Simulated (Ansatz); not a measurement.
Relaxed CaF2 (fluorite):

```xyz
6
Lattice="0.0000 5.5110 5.5110 2.7555 0.0000 2.7555 2.7555 2.7555 0.0000" Properties=species:S:1:pos:R:3 pbc="T T T"
Ca     0.0000     0.0000     0.0000
Ca     2.7555     5.5110     2.7555
F      1.3777     1.3777     1.3777
F      1.3777     4.1332     4.1332
F      4.1332     4.1332     4.1332
F      4.1332     6.8887     6.8887
```

A phonon eigenvector at L = (0.5, 0.0, 0.0) is frozen into this cell: atom i moves by Q times the vector below, so Q is the largest atomic displacement, in Å. The cell is held. (q is in reciprocal vectors of the primitive cell; the cell shown is doubled to hold the pattern.)

```json
[
 {"atom": "F3", "x": "-0.577", "y": "0.577", "z": "0.577"},
 {"atom": "F4", "x": "0.577", "y": "-0.577", "z": "-0.577"},
 {"atom": "F5", "x": "-0.577", "y": "0.577", "z": "0.577"},
 {"atom": "F6", "x": "0.577", "y": "-0.577", "z": "-0.577"}
]
```

Atoms not listed stay in place.

The numbers are results of PBE (plane waves to 420 eV, PAW, scalar-relativistic; Ansatz, an electronic-structure program), not measurements. k mesh 5×10×10 (Γ-centred), Fermi-Dirac smearing 0.05 eV. E stands for the smeared free energy. CaF2 was relaxed with its symmetry unable to fall. The zero of ΔE is the undisplaced structure.

**Question.** Estimate the ΔE (meV/cell) for Q (Å) = -0.233, -0.140, -0.093, -0.047, 0.140, 0.280.

**Answer.** 
```tsv
Q (Å)	ΔE (meV/cell)
-0.233	798
-0.140	282
-0.093	125
-0.047	31
0.140	282
0.280	1163
```

(A displaced cell: forces are minus the slopes of the energy, force constants its curvatures, and phonons follow from these.)
